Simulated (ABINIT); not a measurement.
# ZnS (Wurtzite-2H) in ABINIT: the effect of functional

ZnS (Wurtzite-2H):

```
CELL_PARAMETERS angstrom
3.81100 0.00000 0.00000
-1.90550 3.30042 0.00000
0.00000 0.00000 6.23400
ATOMIC_POSITIONS crystal
Zn 0.66667 0.33333 0.50000
Zn 0.33333 0.66667 0.00000
S 0.66667 0.33333 0.88500
S 0.33333 0.66667 0.38500
```

Alike in all runs:

| Quantity | Value |
| --- | --- |
| Program | ABINIT 10.8.3 (patched build) |
| Task | single point |
| Potentials or basis | JTH PAW PBE v2.0 |
| Cutoff | 707 eV |
| k mesh | 8 × 8 × 5 |
| Occupations | fermi-dirac, width 0.05 eV |
| Spin | no spin polarisation |

**Question.** One run gave: gap on the mesh 2.22 eV; pressure -0.9 GPa. Which functional did it use?
A. PW91
B. AM05
C. LDA
D. PBE
E. SCAN

**Answer.** B.

```tsv
functional	gap on the mesh (eV)	pressure (GPa)
PBE	2.24	2.3
LDA	1.98	-3.9
PBEsol	2.10	-1.3
RPBE	2.40	4.8
BLYP	2.22	6.3
AM05	2.22	-0.9
r2SCAN	2.80	0.2
SCAN	2.73	-0.4
revPBE	2.36	4.1
PW91	2.21	2.1
WC	2.07	-1.3
```

Caveats: the PAW data sets were made with another functional, which shifts forces and pressure a little (some runs).

